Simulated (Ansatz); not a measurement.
# NaCl: the cost of one run

Program: Ansatz 0.2.0. Level of theory: DFT PBEsol, scalar-relativistic, plane waves, PAW. These are calculated values, not measurements.

### 1 The structure to begin with

Symmetry: Pm-3m, No. 221, cubic system. The conventional cell has a = 3.502 Å, b = 3.502 Å, c = 3.502 Å, α = 90.00°, β = 90.00°, γ = 90.00°. Na (site symmetry m-3m) is surrounded by 8 Cl at 3.03 Å. Around Cl (site symmetry m-3m) lie 8 Na at 3.03 Å.

As a file:

```cif
data_structure
_symmetry_space_group_name_H-M 'P 1'
_symmetry_Int_Tables_number 1
_cell_length_a 3.5022
_cell_length_b 3.5022
_cell_length_c 3.5022
_cell_angle_alpha 90.000
_cell_angle_beta 90.000
_cell_angle_gamma 90.000
_cell_volume 42.96
loop_
_atom_site_label
_atom_site_type_symbol
_atom_site_fract_x
_atom_site_fract_y
_atom_site_fract_z
_atom_site_occupancy
Na1 Na 0.00000 0.00000 0.00000 1
Cl1 Cl 0.50000 0.50000 0.50000 1
```

The structure comes from the Materials Project (structure only).

### 2 Random moves and strain, cell strained

The change: strain xx, yy, zz, yz, xz, xy = +0.6, +1.8, +0.0, -0.4, +0.0, +0.7 %; atoms moved by 0.03 Å root mean square, at most 0.03 Å.

The input, input.yaml:

```yaml
crystal:
  lattice:
    - [3.5235883809, 0.0262314031, -0.0006654161]
    - [0.0262314031, 3.5651593762, -0.0125728621]
    - [-0.0006654161, -0.0125728621, 3.5016296496]
  atoms:
    - { symbol: Na, position: [-0.0071355352, 0.0043058772, 0.0019787619] }
    - { symbol: Cl, position: [0.5071355352, 0.4956941228, 0.4980212381] }
basis:
  ecutwfc: 420
kpoints:
  mp_grid: { grid: [6, 6, 6] }
hamiltonian:
  xc: pbesol
scf:
  occupations: { method: gaussian, width: 0.02 }
output:
  forces: true
  stress: true
  eigenvalues: true
```

Q: Estimate wall time and peak memory on 1 thread of an Arm CPU, shared host.

About 7.1 s, with a peak of 0.33 GiB.
